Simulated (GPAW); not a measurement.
The system is ZnS.

```
CELL_PARAMETERS angstrom
0.00000 2.70200 2.70200
2.70200 0.00000 2.70200
2.70200 2.70200 0.00000
ATOMIC_POSITIONS crystal
Zn 0.75000 0.75000 0.75000
S 0.00000 0.00000 0.00000
```

Base run:

| Item | Value |
| --- | --- |
| Program | GPAW 26.7.0 |
| Functional | OLYP |
| Potentials or basis | PAW data sets generated in the run's folder for this functional |
| Cutoff | 510 eV |
| Basis | pw |
| k mesh | 5 × 5 × 5 |
| Occupations | fermi-dirac, width 0.01 eV |
| Spin | no spin polarisation |

Its results: band gap on the k mesh 2.60 eV, direct.

Q: The run is repeated on the same cell with these changes: functional from OLYP to vdW-DF2; potentials or basis from PAW data sets generated in the run's folder for this functional to GPAW PAW data sets (gpaw-data 1.2.1), newer versions. What comes out?

A: Band gap on the k mesh 2.10 eV, direct.

Caveats: an odd mesh through Γ misses points on the zone boundary, where band edges often lie.

Not every run made on this cell is shown here.
